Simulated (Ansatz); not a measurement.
Consider the ligand exchange at the Si–S bond: `N=C(F)S[SiH2]F` + `CC(=O)O` → `CC(=O)O[SiH2]F` + `N=C(F)S`.

Computed with Ansatz on PBE0-D4/def2-TZVP structures; ΔE is electronic, products minus reactants. CBS: MP2 limit from def2 TZ/QZ plus the TZ coupled-cluster correction, frozen cores. Functionals use def2-TZVPP. HSE06 is defined as in plane-wave codes. Each species was taken in one conformer, which may not be the lowest.

| level | ΔE (kcal/mol) |
| --- | --- |
| BLYP | -8.5 |
| r2SCAN | -8.2 |
| HSE06 | -7.0 |
| CCSD/CBS(def2) | -10.0 |

(1) What does CCSD(T)/CBS give? (Best estimate.)

Largest T1 diagnostic among the species: 0.015.

Answers

(1) Computed: -9.4 kcal/mol. The listed levels differ from it by 0.9, 1.2, 2.4, -0.6 kcal/mol.

Leaving LDA and LC-ωPBE aside and taking each functional with its dispersion term where it has one, the values, not all of them listed here, spread over 4.4 kcal/mol, from BHLYP-D4 to revPBE-D4. LDA lies −1.1 kcal/mol from PBE without D4. From BLYP to BHLYP (50 % exact exchange), in def2-TZVPP and without D4, ΔE moves by −2.2 kcal/mol. At CCSD(T), def2-SVP lies +1.1 kcal/mol from the extrapolated value and def2-TZVPP −0.6 kcal/mol.

CCSD(T)/CBS has its own doubt, a few kJ/mol and more with outer-core shells, so smaller differences from it don't rank the levels.
